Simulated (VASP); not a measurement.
Set up this calculation in VASP 6.6.1, as the native input.

```yaml
Task: optical spectrum
Functional: B3LYP
Dispersion: D3
Potentials_or_basis: VASP PAW PBE potentials, release 64 (Mg_pv)
Cutoff: 520 eV
k_mesh: 6 × 6 × 6
Occupations: gaussian, width 0.01 eV
Spin: no spin polarisation
Grid_for_exact_exchange_PRECFOCK: Fast
Exchange_at_q_=_0: truncated
Further_INCAR_settings: ALGO = Normal; EDIFF = 1e-06; NBANDS = 28
```

The system is Mg.

```
Mg
1.0
    -1.77276    1.77276    1.77276
     1.77276   -1.77276    1.77276
     1.77276    1.77276   -1.77276
Mg
1
Direct
  0.00000 0.00000 0.00000
```

This isn't the form of Mg at room conditions, which is hcp.

These files were run (other wordings do the same):

POSCAR

```
Mg
1.0
   -1.7727644967      1.7727644967      1.7727644967
    1.7727644967     -1.7727644967      1.7727644967
    1.7727644967      1.7727644967     -1.7727644967
Mg
1
Direct
    0.0000000000      0.0000000000      0.0000000000
```

INCAR.step1

```
PREC = Accurate
ENCUT = 520
EDIFF = 1E-5
ISMEAR = 0
SIGMA = 0.01
LREAL = False
LASPH = True
NELM = 60
ALGO = Normal
ISIF = 2
LWAVE = True
LCHARG = False
NBANDS = 28
GGA = PE
```

INCAR.step2

```
PREC = Accurate
ENCUT = 520
EDIFF = 1E-6
ISMEAR = 0
SIGMA = 0.01
LREAL = False
LASPH = True
NELM = 60
ALGO = Normal
ISIF = 2
LWAVE = False
LCHARG = False
GGA = B3
LHFCALC = True
AEXX = 0.2
AGGAX = 0.72
AGGAC = 0.81
ALDAC = 0.19
PRECFOCK = Fast
HFRCUT = -1
IVDW = 11
LOPTICS = True
NBANDS = 28
NEDOS = 2000
CSHIFT = 0.05
ISTART = 1
```

KPOINTS

```
regular mesh
0
Gamma
  6 6 6
```

Potentials or basis: VASP PAW PBE potentials, release 64 (Mg_pv).

Run with:

```console
$ cat potpaw_PBE.64/Mg_pv/POTCAR > POTCAR
$ cp INCAR.step1 INCAR
$ mpirun -np 1 vasp_std > vasp.out
$ cp INCAR.step2 INCAR
$ mpirun -np 1 vasp_std > vasp.out
```

It gave:

```
Pressure                   : -0.1 GPa
Band gap on the k mesh     : none (metal or under the smearing width)
Dispersion energy per atom : -0.362 eV
```

Caveat: the k mesh is coarse (spacing up to 0.42 Å⁻¹), so the values aren't converged, least of all with exact exchange; spectra need much finer meshes, so this one isn't converged; these spectra lack excitons; the intraband (Drude) part of a metal's response may be missing; the PAW data sets were made with another functional, which shifts forces and pressure a little; pairwise dispersion overbinds metals, which lowers pressure and volume.

It took 23 min on 1 thread of Intel(R) Xeon(R) 6975P-C (Granite Rapids), with other jobs on the host, peak memory 0.14 GiB.
